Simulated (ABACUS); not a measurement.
# Rh: single point with SCAN

Rh:

```
Rh
1.0
     0.00000    1.89785    1.89785
     1.89785    0.00000    1.89785
     1.89785    1.89785    0.00000
Rh
1
Cartesian
  0.0000 0.0000 0.0000
```

```
Program             : ABACUS 3.10.1
Task                : single point
Functional          : SCAN
Potentials or basis : SG15 ONCV 1.2 PBE
Cutoff              : 1401 eV
Density cutoff      : 5606 eV
Basis               : plane waves
k mesh              : 8 × 8 × 8
Occupations         : fermi-dirac, width 0.05 eV
Spin                : no spin polarisation
```

The pressure is -2.9 GPa. The band gap on the k mesh is none (metal or under the smearing width).

Levels at points of the mesh, in eV from the Fermi level:
```tsv
k point	band 5	band 6	band 7	band 8	band 9	band 10	band 11	band 12
(0.00, 0.00, 0.00)	-8.57	-3.25	-3.25	-3.25	-1.20	-1.20	16.81	22.69
(0.50, 0.50, 0.50)	-6.57	-3.42	-3.42	0.57	0.57	0.61	8.96	16.38
(0.50, 0.50, 0.00)	-6.75	-6.34	0.42	1.09	1.09	3.14	12.72	13.90
```

Run time: 33 s on 4 MPI ranks on Intel(R) Xeon(R) Platinum 8259CL CPU @ 2.50GHz (Skylake/Cascade Lake), with other jobs on the host, peak memory 0.32 GiB a rank.

Caveat: the potentials were made for another functional, which shifts forces and pressure.
